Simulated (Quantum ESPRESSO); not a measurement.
# 2H-WSe2, 1 layer: a series in biaxial strain, part 6 of 8

Wanted: a table for 2H-WSe2, 1 layer against biaxial strain, and what can be fitted to it.

Quantum ESPRESSO 7.5; plane-wave DFT, PBE, GBRV ultrasoft pseudopotentials.

So far. Step 8 (Band structure, -4 %): Along this path the valence top lies at K and the conduction bottom between K and Γ.

## 9. Relaxation with pw.x, -3 %

Level of this step: plane-wave DFT, PBE, GBRV ultrasoft pseudopotentials (Quantum ESPRESSO 7.5).

Input file m1.relax.in:

```
&control
  prefix = 'm1.relax'
  outdir = './out'
  pseudo_dir = './pseudo'
  nstep = 40
  forc_conv_thr = 0.0003
  calculation = 'relax'
  tstress = .true.
/
&system
  ibrav = 0
  nat = 3
  ntyp = 2
  ecutwfc = 50
  ecutrho = 250
  occupations = 'smearing'
  smearing = 'fd'
  degauss = 0.002
/
&electrons
  conv_thr = 1e-09
  mixing_beta = 0.4
  electron_maxstep = 120
  mixing_mode = 'plain'
/
&ions
/
ATOMIC_SPECIES
  Se  78.9710  se_pbe_v1.uspp.F.UPF
  W   183.8400  w_pbe_v1.2.uspp.F.UPF
CELL_PARAMETERS angstrom
  3.21861453070000 0.00000000000000 0.00000000000000
  -1.60930726535000 2.78740194832000 0.00000000000000
  0.00000000000000 0.00000000000000 18.74034793400000
ATOMIC_POSITIONS crystal
  Se  0.333333333300 0.666666666700 0.410331696300
  W   0.000000000000 0.000000000000 0.500000000000
  Se  0.333333333300 0.666666666700 0.589668303700
K_POINTS automatic
  12 12 1 0 0 0
```

Command:

```
$ OMP_NUM_THREADS=1 mpirun -n 4 pw.x -nk 4 -in m1.relax.in > m1.relax.out
```

The log of the run:

```text
[banner, memory and clock lines left out]
Program PWSCF v.7.5 starts
[...]
Message from routine setup:
[...]
number of electrons       =        26.00
     number of Kohn-Sham states=           17
     kinetic-energy cutoff     =      50.0000  Ry
     charge density cutoff     =     250.0000  Ry
[...]
number of k points=    19  Fermi-Dirac smearing, width (Ry)=  0.0020
[...]
Dense  grid:    75863 G-vectors     FFT dimensions: (  32,  32, 180)
[...]
negative rho (up, down):  6.082E-02 0.000E+00
     Starting wfcs are   21 randomized atomic wfcs
[...]
negative rho (up, down):  6.267E-02 0.000E+00
[...]
estimated scf accuracy    <       0.09519177 Ry
[...]
negative rho (up, down):  6.336E-02 0.000E+00
[...]
estimated scf accuracy    <       0.05990619 Ry
[...]
negative rho (up, down):  6.491E-02 0.000E+00
[...]
estimated scf accuracy    <       0.01668960 Ry
[...]
negative rho (up, down):  6.599E-02 0.000E+00
[...]
estimated scf accuracy    <       0.00077779 Ry
[...]
negative rho (up, down):  6.609E-02 0.000E+00
[...]
estimated scf accuracy    <       0.00003739 Ry
[...]
negative rho (up, down):  6.606E-02 0.000E+00
[...]
estimated scf accuracy    <       0.00000470 Ry
[...]
negative rho (up, down):  6.603E-02 0.000E+00
[...]
estimated scf accuracy    <       0.00000036 Ry
[...]
negative rho (up, down):  6.601E-02 0.000E+00
[...]
estimated scf accuracy    <       0.00000006 Ry
[...]
negative rho (up, down):  6.600E-02 0.000E+00
[...]
estimated scf accuracy    <          4.3E-09 Ry
[...]
negative rho (up, down):  6.600E-02 0.000E+00
[...]
the Fermi energy is     1.3544 ev
!    total energy              =    -246.46154833 Ry
     estimated scf accuracy    <          1.9E-10 Ry
     smearing contrib. (-TS)   =      -0.00000000 Ry
     internal energy E=F+TS    =    -246.46154833 Ry
[...]
one-electron contribution =    -951.99118429 Ry
     hartree contribution      =     477.10543585 Ry
     xc contribution           =    -100.84828756 Ry
     ewald contribution        =     329.27248766 Ry
     convergence has been achieved in  10 iterations
     negative rho (up, down):  6.600E-02 0.000E+00
[...]
Total force =     0.038272     Total SCF correction =     0.000015
[...]
negative rho (up, down):  6.600E-02 0.000E+00
[...]
negative rho (up, down):  6.603E-02 0.000E+00
[...]
negative rho (up, down):  6.601E-02 0.000E+00
[...]
estimated scf accuracy    <       0.00010376 Ry
[...]
negative rho (up, down):  6.602E-02 0.000E+00
[...]
estimated scf accuracy    <       0.00016820 Ry
[...]
negative rho (up, down):  6.602E-02 0.000E+00
[...]
estimated scf accuracy    <       0.00000656 Ry
[...]
negative rho (up, down):  6.602E-02 0.000E+00
[...]
estimated scf accuracy    <       0.00000053 Ry
[...]
negative rho (up, down):  6.602E-02 0.000E+00
[...]
estimated scf accuracy    <       0.00000005 Ry
[...]
negative rho (up, down):  6.602E-02 0.000E+00
[...]
estimated scf accuracy    <          5.5E-09 Ry
[...]
negative rho (up, down):  6.602E-02 0.000E+00
[...]
the Fermi energy is     1.3149 ev
!    total energy              =    -246.46272778 Ry
     estimated scf accuracy    <          1.3E-10 Ry
     smearing contrib. (-TS)   =      -0.00000000 Ry
     internal energy E=F+TS    =    -246.46272778 Ry
[...]
one-electron contribution =    -948.37145742 Ry
     hartree contribution      =     475.30531145 Ry
     xc contribution           =    -100.82315736 Ry
     ewald contribution        =     327.42657554 Ry
     convergence has been achieved in   7 iterations
     negative rho (up, down):  6.602E-02 0.000E+00
[...]
Total force =     0.023456     Total SCF correction =     0.000020
[...]
negative rho (up, down):  6.602E-02 0.000E+00
[...]
negative rho (up, down):  6.605E-02 0.000E+00
[...]
negative rho (up, down):  6.603E-02 0.000E+00
[...]
estimated scf accuracy    <       0.00012527 Ry
[...]
negative rho (up, down):  6.603E-02 0.000E+00
[...]
estimated scf accuracy    <       0.00021035 Ry
[...]
negative rho (up, down):  6.603E-02 0.000E+00
[...]
estimated scf accuracy    <       0.00000847 Ry
[...]
negative rho (up, down):  6.603E-02 0.000E+00
[...]
estimated scf accuracy    <       0.00000063 Ry
[...]
negative rho (up, down):  6.603E-02 0.000E+00
[...]
estimated scf accuracy    <       0.00000006 Ry
[...]
negative rho (up, down):  6.603E-02 0.000E+00
[...]
estimated scf accuracy    <          3.8E-09 Ry
[...]
negative rho (up, down):  6.603E-02 0.000E+00
[...]
the Fermi energy is     1.2700 ev
!    total energy              =    -246.46338356 Ry
     estimated scf accuracy    <          1.1E-10 Ry
     smearing contrib. (-TS)   =      -0.00000000 Ry
     internal energy E=F+TS    =    -246.46338356 Ry
[...]
one-electron contribution =    -944.39119826 Ry
     hartree contribution      =     473.32536849 Ry
     xc contribution           =    -100.79597048 Ry
     ewald contribution        =     325.39841669 Ry
     convergence has been achieved in   7 iterations
     negative rho (up, down):  6.603E-02 0.000E+00
[...]
Total force =     0.007802     Total SCF correction =     0.000009
[...]
negative rho (up, down):  6.603E-02 0.000E+00
[...]
negative rho (up, down):  6.604E-02 0.000E+00
[...]
negative rho (up, down):  6.603E-02 0.000E+00
[...]
estimated scf accuracy    <       0.00002862 Ry
[...]
negative rho (up, down):  6.604E-02 0.000E+00
[...]
estimated scf accuracy    <       0.00004153 Ry
[...]
negative rho (up, down):  6.604E-02 0.000E+00
[...]
estimated scf accuracy    <       0.00000289 Ry
[...]
negative rho (up, down):  6.604E-02 0.000E+00
[...]
estimated scf accuracy    <       0.00000016 Ry
[...]
negative rho (up, down):  6.604E-02 0.000E+00
[...]
estimated scf accuracy    <       0.00000002 Ry
[...]
negative rho (up, down):  6.604E-02 0.000E+00
[...]
estimated scf accuracy    <          5.9E-09 Ry
[...]
negative rho (up, down):  6.604E-02 0.000E+00
[...]
estimated scf accuracy    <          2.3E-10 Ry
[...]
negative rho (up, down):  6.604E-02 0.000E+00
[...]
the Fermi energy is     1.5586 ev
!    total energy              =    -246.46346770 Ry
     estimated scf accuracy    <          1.1E-11 Ry
     smearing contrib. (-TS)   =      -0.00000000 Ry
     internal energy E=F+TS    =    -246.46346770 Ry
[...]
one-electron contribution =    -942.40814762 Ry
     hartree contribution      =     472.33873502 Ry
     xc contribution           =    -100.78259790 Ry
     ewald contribution        =     324.38854281 Ry
     convergence has been achieved in   8 iterations
     negative rho (up, down):  6.604E-02 0.000E+00
[...]
Total force =     0.000242     Total SCF correction =     0.000008
[...]
negative rho (up, down):  6.604E-02 0.000E+00
[...]
```

The job ended after 1.7 min (4 MPI ranks of Arm Neoverse N1, shared host; peak memory 0.83 GiB; 6.9 min of CPU time).

The steps of the relaxation:

| step | energy less that of the first step (eV) | largest force (eV/Å) |
| --- | --- | --- |
| 1 | 0.0000 | 0.6958 |
| 2 | -0.0160 | 0.4264 |
| 3 | -0.0250 | 0.1418 |
| 4 | -0.0261 | 0.0044 |

The atoms that moved most (Å):

| atom | dx | dy | dz | length |
| --- | --- | --- | --- | --- |
| Se3 | 0.000 | 0.000 | 0.038 | 0.038 |
| Se1 | 0.000 | 0.000 | -0.038 | 0.038 |

Final coordinates:

```xyz
3
Lattice="3.2186 0.0000 0.0000 -1.6093 2.7874 0.0000 0.0000 0.0000 18.7403" Properties=species:S:1:pos:R:3
Se    0.0000    1.8583    7.6518
W     0.0000    0.0000    9.3702
Se    0.0000    1.8583   11.0885
```

The relaxation lowers the energy by 9 meV an atom.

This step gave:

```
free energy  : -3353.3063 eV
Fermi energy : 1.559 eV
```

## 10. Self-consistent run, -3 %

Input file m1.scf.in:

```
&control
  prefix = 'm1.scf'
  outdir = './out'
  pseudo_dir = './pseudo'
  calculation = 'scf'
  tprnfor = .true.
/
&system
  ibrav = 0
  nat = 3
  ntyp = 2
  ecutwfc = 40
  ecutrho = 200
  occupations = 'smearing'
  smearing = 'fd'
  degauss = 0.002
  nbnd = 17
/
&electrons
  conv_thr = 1e-09
  mixing_beta = 0.4
  electron_maxstep = 120
  mixing_mode = 'plain'
/
ATOMIC_SPECIES
  Se  78.9710  se_pbe_v1.uspp.F.UPF
  W   183.8400  w_pbe_v1.2.uspp.F.UPF
CELL_PARAMETERS angstrom
  3.21861453070000 0.00000000000000 0.00000000000000
  -1.60930726535000 2.78740194832000 0.00000000000000
  0.00000000000000 0.00000000000000 18.74034793400000
ATOMIC_POSITIONS crystal
  Se  0.333333333300 0.666666666700 0.408307983200
  W   0.000000000000 0.000000000000 0.500000000000
  Se  0.333333333300 0.666666666700 0.591692016800
K_POINTS automatic
  12 12 1 0 0 0
```

Command:

```
$ OMP_NUM_THREADS=1 mpirun -n 4 pw.x -nk 4 -in m1.scf.in > m1.scf.out
```

The log of the run:

```text
[banner, memory and clock lines left out]
Program PWSCF v.7.5 starts
[...]
Message from routine setup:
[...]
number of electrons       =        26.00
     number of Kohn-Sham states=           17
     kinetic-energy cutoff     =      40.0000  Ry
     charge density cutoff     =     200.0000  Ry
[...]
number of k points=    19  Fermi-Dirac smearing, width (Ry)=  0.0020
[...]
Dense  grid:    54285 G-vectors     FFT dimensions: (  27,  27, 160)
[...]
negative rho (up, down):  6.664E-02 0.000E+00
     Starting wfcs are   21 randomized atomic wfcs
[...]
negative rho (up, down):  6.768E-02 0.000E+00
[...]
estimated scf accuracy    <       0.09631437 Ry
[...]
negative rho (up, down):  6.801E-02 0.000E+00
[...]
estimated scf accuracy    <       0.06541189 Ry
[...]
negative rho (up, down):  6.894E-02 0.000E+00
[...]
estimated scf accuracy    <       0.01988619 Ry
[...]
negative rho (up, down):  6.964E-02 0.000E+00
[...]
estimated scf accuracy    <       0.00079482 Ry
[...]
negative rho (up, down):  6.972E-02 0.000E+00
[...]
estimated scf accuracy    <       0.00004098 Ry
[...]
negative rho (up, down):  6.971E-02 0.000E+00
[...]
estimated scf accuracy    <       0.00000376 Ry
[...]
negative rho (up, down):  6.970E-02 0.000E+00
[...]
estimated scf accuracy    <       0.00000030 Ry
[...]
negative rho (up, down):  6.969E-02 0.000E+00
[...]
estimated scf accuracy    <       0.00000007 Ry
[...]
negative rho (up, down):  6.968E-02 0.000E+00
[...]
estimated scf accuracy    <          3.8E-09 Ry
[...]
negative rho (up, down):  6.968E-02 0.000E+00
[...]
the Fermi energy is     1.5577 ev
!    total energy              =    -246.45817736 Ry
     estimated scf accuracy    <          1.8E-10 Ry
     smearing contrib. (-TS)   =      -0.00000000 Ry
     internal energy E=F+TS    =    -246.45817736 Ry
[...]
one-electron contribution =    -942.39013367 Ry
     hartree contribution      =     472.32727041 Ry
     xc contribution           =    -100.78385688 Ry
     ewald contribution        =     324.38854279 Ry
     convergence has been achieved in  10 iterations
     negative rho (up, down):  6.968E-02 0.000E+00
[...]
Total force =     0.000474     Total SCF correction =     0.000003
[...]
```

Elapsed: 20 s, on 4 MPI ranks; peak memory 0.37 GiB.

Numbers from this step:

- free energy: -3353.2343 eV
- Fermi energy: 1.558 eV
- valence top, on the run's zero: 0.7334 eV
- conduction bottom, on the run's zero: 2.244 eV
- gap by band count: 1.510 eV

## 11. Self-consistent run, -3 %

Level of this step: plane-wave DFT, PBE, PseudoDojo fully relativistic norm-conserving pseudopotentials (Quantum ESPRESSO 7.5).

m1.soc.in, as its differences from the input of step 10:

```diff
@@ -1,3 +1,3 @@
 &control
-  prefix = 'm1.scf'
+  prefix = 'm1.soc'
   outdir = './out'
@@ -11,4 +11,4 @@
   ntyp = 2
-  ecutwfc = 40
-  ecutrho = 200
+  ecutwfc = 78
+  ecutrho = 312
   occupations = 'smearing'
@@ -16,6 +16,8 @@
   degauss = 0.002
-  nbnd = 17
+  noncolin = .true.
+  lspinorb = .true.
+  nbnd = 52
 /
 &electrons
-  conv_thr = 1e-09
+  conv_thr = 1e-07
   mixing_beta = 0.4
@@ -25,4 +27,4 @@
 ATOMIC_SPECIES
-  Se  78.9710  se_pbe_v1.uspp.F.UPF
-  W   183.8400  w_pbe_v1.2.uspp.F.UPF
+  Se  78.9710  Se.dojo-fr-pbe-0.4-standard.upf
+  W   183.8400  W.dojo-fr-pbe-0.4-standard.upf
 CELL_PARAMETERS angstrom
@@ -36,2 +38,2 @@
 K_POINTS automatic
-  12 12 1 0 0 0
+  6 6 1 0 0 0
```

Command:

```
$ OMP_NUM_THREADS=1 mpirun -n 4 pw.x -nk 2 -in m1.soc.in > m1.soc.out
```

The log of the run:

```text
[banner, memory and clock lines left out]
Program PWSCF v.7.5 starts
[...]
Message from routine setup:
[...]
number of electrons       =        46.00
     number of Kohn-Sham states=           52
     kinetic-energy cutoff     =      78.0000  Ry
     charge density cutoff     =     312.0000  Ry
[...]
number of k points=     7  Fermi-Dirac smearing, width (Ry)=  0.0020
[...]
Dense  grid:   105499 G-vectors     FFT dimensions: (  36,  36, 200)
[...]
negative rho (up, down):  2.413E-05 0.000E+00
     Starting wfcs are   56 randomized atomic wfcs
[...]
negative rho (up, down):  1.324E-05 0.000E+00
[...]
estimated scf accuracy    <       0.09245205 Ry
[...]
negative rho (up, down):  9.631E-06 0.000E+00
[...]
estimated scf accuracy    <       0.07108604 Ry
[...]
negative rho (up, down):  3.328E-06 0.000E+00
[...]
estimated scf accuracy    <       0.00788576 Ry
[...]
negative rho (up, down):  4.163E-07 0.000E+00
[...]
estimated scf accuracy    <       0.00112512 Ry
[...]
negative rho (up, down):  6.781E-08 0.000E+00
[...]
estimated scf accuracy    <       0.00038674 Ry
[...]
estimated scf accuracy    <       0.00001160 Ry
[...]
estimated scf accuracy    <       0.00000237 Ry
[...]
estimated scf accuracy    <       0.00000029 Ry
[...]
the Fermi energy is     2.3857 ev
!    total energy              =    -636.96824518 Ry
     estimated scf accuracy    <          4.1E-09 Ry
     smearing contrib. (-TS)   =      -0.00000000 Ry
     internal energy E=F+TS    =    -636.96824518 Ry
[...]
one-electron contribution =   -2804.20121075 Ry
     hartree contribution      =    1397.75527933 Ry
     xc contribution           =    -130.18391566 Ry
     ewald contribution        =     899.66160190 Ry
     convergence has been achieved in   9 iterations
[...]
Total force =     0.002141     Total SCF correction =     0.000087
[...]
```

It took 1.7 min on 4 MPI ranks; peak memory 0.87 GiB; 6.7 min of CPU time.

Numbers from this step:

- free energy: -8666.3945 eV
- Fermi energy: 2.386 eV
- valence top, on the run's zero: 1.773 eV
- conduction bottom, on the run's zero: 2.982 eV
- gap by band count: 1.208 eV

(Part 6 of 8 ends here.)

[Logs are printed without paths, hosts, clocks, repeated set-up lines and the standing remarks that a program may print on its own settings, such as how far it seeks lower states.]

[Hosts, paths, dates, database ids (printed as entryN), source tags and the programs' standing remarks are cut or masked in the printed files.]

[Maps of the electrostatic potential energy from Ansatz leave out the sawtooth potential of an applied field or a dipole correction, so their vacuum need not be flat; planar profiles and work functions include it.]
